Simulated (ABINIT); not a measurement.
KMgF3:

```
K Mg F
1.0
     3.98590    0.00000    0.00000
     0.00000    3.98590    0.00000
     0.00000    0.00000    3.98590
K Mg F
1 1 3
Cartesian
  1.9929 1.9929 1.9929
  0.0000 0.0000 0.0000
  0.0000 0.0000 1.9929
  0.0000 1.9929 0.0000
  1.9929 0.0000 0.0000
```

- Program: ABINIT 10.8.3 (patched build)
- Task: relaxation of cell and atoms
- Functional: LDA
- Potentials or basis: JTH PAW LDA v2.0
- Cutoff: 626 eV
- k mesh: 5 × 5 × 5
- Occupations: fermi-dirac, width 0.05 eV
- Spin: no spin polarisation

At the start: pressure -4.0 GPa; volume 12.67 Å³/atom.

Task: Where does the relaxation end?

Result: Over 5 steps the energy falls by 8.4 meV/atom and the volume is 12.02 Å³/atom (-5.1 %); space group Pm-3m (No. 221, to 0.05 Å).

Step by step:
```
step  energy change (eV)  largest force (eV/Å)  pressure (GPa)  volume (Å³)
   1              0.0000                0.0000           -4.02        63.33
   2             -0.0174                0.0000           -3.16        62.55
   3             -0.0420                0.0000            0.28        59.92
   4             -0.0422                0.0000           -0.01        60.12
   5             -0.0422                0.0000            0.00        60.11
```

Final structure:
```yaml
crystal:
  lattice:
    - [3.91732, 0.00000, 0.00000]
    - [0.00000, 3.91732, 0.00000]
    - [0.00000, 0.00000, 3.91732]
  atoms:
    - { symbol: K, position: [0.50000, 0.50000, 0.50000] }
    - { symbol: Mg, position: [0.00000, 0.00000, 0.00000] }
    - { symbol: F, position: [0.00000, 0.00000, 0.50000] }
    - { symbol: F, position: [0.00000, 0.50000, 0.00000] }
    - { symbol: F, position: [0.50000, 0.00000, 0.00000] }
```
